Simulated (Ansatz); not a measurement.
# BN: the cost of one run

Method: DFT PBE+D3(BJ), scalar-relativistic, plane waves, PAW, in Ansatz 0.2.0.

17 further runs of the same task are left out: 17 set aside as unsound or not needed.

## (1) The system as given

Symmetry: Fmm2, No. 42, orthorhombic system. Conventional cell: a = 2.507 Å, b = 6.676 Å, c = 4.337 Å, α = 90.00°, β = 90.00°, γ = 90.00°. B (site symmetry mm2) is surrounded by 3 N at 1.45 Å. Around N (site symmetry mm2) lie 3 B at 1.45 Å.

Structure file:

```cif
data_structure
_symmetry_space_group_name_H-M 'Fmm2'
_symmetry_Int_Tables_number 42
_cell_length_a 2.5072
_cell_length_b 6.6758
_cell_length_c 4.3368
_cell_angle_alpha 90.000
_cell_angle_beta 90.000
_cell_angle_gamma 90.000
_cell_volume 72.59
loop_
_atom_site_label
_atom_site_type_symbol
_atom_site_symmetry_multiplicity
_atom_site_Wyckoff_symbol
_atom_site_fract_x
_atom_site_fract_y
_atom_site_fract_z
_atom_site_occupancy
B1 B 4 a 0.50000 0.00000 0.50010 1
N1 N 4 a 0.50000 0.00000 0.16660 1
```

It goes back to an entry of the Materials Project, which need not be the stable form.

It is the result of an earlier relaxation at this level (volume 9.07 Å³/atom; gap on the mesh: 3.66 eV).

## (2) The scan

The energy is mapped over two homogeneous strains (x along [1 0 0], y along [0 1 0], z along [0 0 1] of the conventional cell).

First coordinate, strain +e along x and -e along y: 7 values from −11.0 %. Second coordinate, strain +e along z and -e/2 along x and y: 7 values from −15 to 15 %.

Relaxed at each point: the atoms inside the fixed cell. Energies count from the relaxed crystal. Points are written as (first, second).

## (3) Point (0.0 %, −15 %)

input.yaml

```yaml
crystal:
  lattice:
    - [0.0, 3.5882309173, 1.8431309488]
    - [1.347593676, 0.0, 1.8431309488]
    - [1.347593676, 3.5882309173, 0.0]
  atoms:
    - { symbol: B, position: [0.0001022582, 0.0001022582, 0.9998977418] }
    - { symbol: "N", position: [0.6665977318, 0.6665977318, 0.3334022682] }
basis:
  ecutwfc: 520.0
kpoints:
  mp_grid: { grid: [12, 12, 12] }
hamiltonian:
  xc: pbe
  pseudopotentials: { kind: paw, azcp: { folder: soft_1 } }
  dispersion: d3bj
scf:
  occupations: { method: gaussian, width: 0.05 }
output:
  forces: true
  stress: true
  eigenvalues: true
relax:
  adjacent_minimum: "off"
  f_tol: 0.01
  max_steps: 30
```

Launch:

```sh
$ ansatz run input.yaml --threads 1 --pin off --max-ram 2048MiB --backend cpu --events-out ev --progress --plain --runs-dir out
```

**Question.** How long does this run take on 1 thread of AMD EPYC 9R45 (Zen 5), shared host, and how much memory does it need?

About 14 s, with a peak of 0.45 GiB.
